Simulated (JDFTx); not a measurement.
PbS under changes of volume

One of the cells (26.664 Å³/atom); the others are scaled copies at fixed shape and fractional positions:

```
Pb S
1.0
     2.07995   -5.99130    0.00000
     2.07995    5.99130    0.00000
     0.00000    0.00000    4.27932
Pb S
2 2
Direct
  0.13056 0.86944 0.25000
  0.86944 0.13056 0.75000
  0.35480 0.64520 0.25000
  0.64520 0.35480 0.75000
```

Measurements of this composition are mostly on another form, of space group No. 225.

* Program: JDFTx 1.7.0 (patched build)
* Functional: PBEsol
* Potentials or basis: PseudoDojo-SR-PBEsol-0.4.1-standard with smoothed tails
* Cutoff: 762 eV
* Density cutoff: 6095 eV
* k mesh: 7 × 7 × 6
* Occupations: fermi-dirac, width 0.05 eV
* Spin: no spin polarisation

```csv
volume (Å³/atom),energy over the lowest point (meV/atom),pressure (GPa),gap on the mesh (eV),largest force (eV/Å)
25.064,3.87,1.8,1.00,0.405
25.597,0.00,0.5,1.05,0.259
26.130,0.31,-0.7,1.10,0.134
26.664,4.37,-1.7,1.15,0.053
27.197,11.77,-2.7,1.19,0.123
27.730,?,?,?,?
28.263,35.24,-4.3,1.24,0.337
```

Task: What does the run at 27.730 Å³/atom give?

Result: Energy over the lowest point 22.17 meV/atom; pressure -3.5 GPa; gap on the mesh 1.22 eV; largest force 0.234 eV/Å.

Worked out: A Birch-Murnaghan fit of order 3 (a polynomial in V^(-2/3)) to the other rows has its minimum at 25.82 Å³/atom with B0 = V·E''(V) = 58 GPa and B' = 4.4 at fixed shape and positions, which overstates the stiffness. It gives 22.17 meV/atom at 27.730 Å³/atom, against the run's 22.17, and -dE/dV = -3.5 GPa, against -3.5. A parabola through the other rows of the gap, of slope 1.48 eV per unit of ln V there, gives 1.22 eV, against the run's 1.22.

Energies are extrapolated to zero smearing.

Caveats: spin-orbit coupling is left out, which as a rule narrows the gap of such compounds by several tenths of an eV; an odd mesh through Γ misses points on the zone boundary, where band edges often lie.
